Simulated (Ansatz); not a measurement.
An Ansatz run that asked for the observables at the nuclei.

```yaml
crystal:
  lattice:
    - [3.8084044698, 0.0, 0.0]
    - [-1.9042022349, 3.2981750188, 0.0]
    - [0.0, 0.0, 74.69480796]
  atoms:
    - { symbol: Zn, position: [0.0, 0.0, 0.33344154] }
    - { symbol: Zn, position: [0.3333333333, 0.6666666667, 0.66668421] }
    - { symbol: Zn, position: [0.3333333333, 0.6666666667, 0.2916825] }
    - { symbol: Zn, position: [0.6666666667, 0.3333333333, 0.08321992] }
    - { symbol: Zn, position: [0.0, 0.0, 0.58342078] }
    - { symbol: Zn, position: [0.0, 0.0, 0.70841028] }
    - { symbol: Zn, position: [0.6666666667, 0.3333333333, 0.50003933] }
    - { symbol: Zn, position: [0.6666666667, 0.3333333333, 0.91664849] }
    - { symbol: Zn, position: [0.6666666667, 0.3333333333, 0.20825727] }
    - { symbol: Zn, position: [0.6666666667, 0.3333333333, 0.62501988] }
    - { symbol: Zn, position: [0.0, 0.0, 0.8334083] }
    - { symbol: Zn, position: [0.3333333333, 0.6666666667, 0.54172325] }
    - { symbol: Zn, position: [0.3333333333, 0.6666666667, 0.0416465] }
    - { symbol: Zn, position: [0.0, 0.0, 0.12490143] }
    - { symbol: Zn, position: [0.3333333333, 0.6666666667, 0.16660809] }
    - { symbol: Zn, position: [0.3333333333, 0.6666666667, 0.41672796] }
    - { symbol: Zn, position: [0.0, 0.0, 0.45842929] }
    - { symbol: Zn, position: [0.3333333333, 0.6666666667, 0.75005717] }
    - { symbol: Zn, position: [0.3333333333, 0.6666666667, 0.95825493] }
    - { symbol: Zn, position: [0.0, 0.0, 0.24992022] }
    - { symbol: Zn, position: [0.6666666667, 0.3333333333, 0.79171098] }
    - { symbol: Zn, position: [0.6666666667, 0.3333333333, 0.37504508] }
    - { symbol: Zn, position: [0.3333333333, 0.6666666667, 0.87498624] }
    - { symbol: Zn, position: [0.0, 0.0, 0.99992381] }
    - { symbol: S, position: [0.6666666667, 0.3333333333, 0.94788445] }
    - { symbol: S, position: [0.3333333333, 0.6666666667, 0.78128252] }
    - { symbol: S, position: [0.3333333333, 0.6666666667, 0.19784655] }
    - { symbol: S, position: [0.0, 0.0, 0.36465271] }
    - { symbol: S, position: [0.0, 0.0, 0.48964827] }
    - { symbol: S, position: [0.6666666667, 0.3333333333, 0.53127571] }
    - { symbol: S, position: [0.6666666667, 0.3333333333, 0.65625531] }
    - { symbol: S, position: [0.0, 0.0, 0.73967272] }
    - { symbol: S, position: [0.3333333333, 0.6666666667, 0.44797638] }
    - { symbol: S, position: [0.6666666667, 0.3333333333, 0.2394953] }
    - { symbol: S, position: [0.3333333333, 0.6666666667, 0.90619158] }
    - { symbol: S, position: [0.3333333333, 0.6666666667, 0.98944327] }
    - { symbol: S, position: [0.6666666667, 0.3333333333, 0.11445173] }
    - { symbol: S, position: [0.0, 0.0, 0.61463808] }
    - { symbol: S, position: [0.0, 0.0, 0.15616256] }
    - { symbol: S, position: [0.0, 0.0, 0.2811773] }
    - { symbol: S, position: [0.3333333333, 0.6666666667, 0.69791967] }
    - { symbol: S, position: [0.3333333333, 0.6666666667, 0.07283506] }
    - { symbol: S, position: [0.3333333333, 0.6666666667, 0.57297002] }
    - { symbol: S, position: [0.0, 0.0, 0.86461962] }
    - { symbol: S, position: [0.6666666667, 0.3333333333, 0.82296243] }
    - { symbol: S, position: [0.6666666667, 0.3333333333, 0.40628309] }
    - { symbol: S, position: [0.3333333333, 0.6666666667, 0.32298435] }
    - { symbol: S, position: [0.0, 0.0, 0.03120587] }
kpoints:
  mp_grid: { grid: [8, 8, 1] }
scf:
  occupations: { method: fermi_dirac, width: 0.02 }
hamiltonian:
  xc: r2scan
  pseudopotentials: { kind: paw }
output:
  forces: true
  stress: true
  populations: true
  efg:
    quadrupole_moments_barn: { Zn: 0.122, S: -0.0694 }
    contact_densities: true
```

```sh
ansatz run input.yaml --threads 1 --pin off --max-ram 3072MiB --backend cpu --events-out ev --progress --plain --runs-dir out
```

Problem. How does the run end?

Solution. It stops for lack of memory under the cap. The program says:

```
memory limit exceeded: the `energy derivatives` phase needs 3.24 GiB against the run's memory maximum of 3.00 GiB; largest carriers: wavefunctions 0.94 GiB, converged xc re-evaluation 0.77 GiB, ion tables 0.66 GiB, unmodelled-tail allowance 0.28 GiB, density mixer 0.18 GiB …
```
